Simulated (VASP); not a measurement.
# Sn₃Te: restarted molecular dynamics, 2 variants

Sn₃Te, Pm-3m (no. 221), 8 atoms in the cell. PBE, molecular dynamics; PAW potentials Te, Sn (PBE set).

| Restart from | Temperature at the end (K) | The same without a restart (K) | Potential energy at the end (eV/atom) | The same without a restart (eV/atom) | Electronic steps in the first step after the restart | Time (s) |
|---|---|---|---|---|---|---|
| CONTCAR with velocities, WAVECAR read | 1663.0 | 1663.0 | -3.47467 | -3.47467 | 4 | 194 |
| CONTCAR with velocities, no WAVECAR | 1663.0 | 1663.0 | -3.47468 | -3.47467 | 13 | 204 |

Limits: 240 fs of 8 atoms are too short for converged averages; the cell is only 4.9 Å across, so each atom moves in step with near copies of itself.

## Input of the first row

INCAR.step1:
```
SYSTEM = Sn3Te
ALGO     = Fast           ! electronic algorithm
EDIFF    = 1E-6           ! SCF threshold, eV
ENCUT    = 200            ! plane-wave cutoff, eV
GGA      = PE             ! functional
IBRION   = 0              ! ionic algorithm
ISIF     = 2              ! what is computed and relaxed
ISMEAR   = -1             ! smearing method
ISYM     = 0            
KPAR     = 2            
LASPH    = .True.         ! aspherical terms in the spheres
LCHARG   = .False.        ! write CHGCAR
LREAL    = Auto         
LWAVE    = .True.         ! write WAVECAR
MDALGO   = 4            
NELM     = 60             ! most SCF steps
NELMIN   = 4            
NHC_NCHAINS= 3            
NHC_PERIOD= 30           
NSW      = 30             ! ionic steps
POTIM    = 4.0            ! step
PREC     = Normal         ! precision mode
RANDOM_SEED= 667191 0 0   
SIGMA    = 0.069          ! smearing width, eV
TEBEG    = 1600          
```

INCAR.step2, as INCAR.step1 but for:
```
- LWAVE = .True.
+ LWAVE = .False.
```

KPOINTS:
```
k-points
0
Gamma
  3 3 2
```

POSCAR.step1:
```
Sn3Te
1.0
    4.8656220000      0.0000000000      0.0000000000
    0.0000000000      4.8656220000      0.0000000000
    0.0000000000      0.0000000000      9.7312440000
Te Sn
2 6
Direct
    0.0000000000      0.0000000000      0.0000000000
    0.0000000000      0.0000000000      0.5000000000
    0.0000000000      0.5000000000      0.2500000000
    0.0000000000      0.5000000000      0.7500000000
    0.5000000000      0.0000000000      0.2500000000
    0.5000000000      0.0000000000      0.7500000000
    0.5000000000      0.5000000000      0.0000000000
    0.5000000000      0.5000000000      0.5000000000
```

Commands (each step's output is kept before the next begins):
```
cat potpaw_PBE.64/Te/POTCAR potpaw_PBE.64/Sn/POTCAR > POTCAR
cp INCAR.step1 INCAR
cp POSCAR.step1 POSCAR
mpirun -np 2 vasp_std > vasp.out
cp CONTCAR POSCAR
cp INCAR.step2 INCAR
mpirun -np 2 vasp_std > vasp.out
```

Changes of the last row against the first:
```
(step 1)
- LWAVE = True
+ LWAVE = False
```

VASP 6.6.1 took 194 s on 2 cores (AMD EPYC 7R13 (Zen 3)), a shared host.
